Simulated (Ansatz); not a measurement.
Crystal: Ge.

```
Ge
1.0
     0.00000    2.82891    2.82891
     2.82891    0.00000    2.82891
     2.82891    2.82891    0.00000
Ge
2
Direct
  0.75000 0.75000 0.75000
  0.50000 0.50000 0.50000
```

Base run:

| Property | Result |
| --- | --- |
| Program | Ansatz 0.2.0 |
| Functional | PBE0 |
| Potentials or basis | Ansatz PAW |
| Cutoff | 420 eV (not typed: the program's choice for these potentials) |
| k mesh | 5 × 5 × 5 |
| Occupations | fermi-dirac, width 0.05 eV |
| Spin | no spin polarisation |

Its results: band gap on the k mesh 1.50 eV, direct; pressure 0.8 GPa.

Problem. The run is repeated on the same cell with these changes: k mesh from 5 × 5 × 5 to 4 × 4 × 4; spin from no spin polarisation to spin-orbit coupling, no magnetisation; potential files from those of the base run to others of the same set. What comes out?

Solution. Band gap on the k mesh 1.42 eV, indirect (least direct gap 1.50 eV); pressure 1.0 GPa.

Several settings changed at once, so the effect can't be laid on one alone.

Caveats: some runs use coarse meshes; the PAW data sets come from PBE, with cores solved anew for the run's functional, which leaves a small shift of forces and pressure; the thresholds are loose for stress.

A k mesh can miss the band edges.
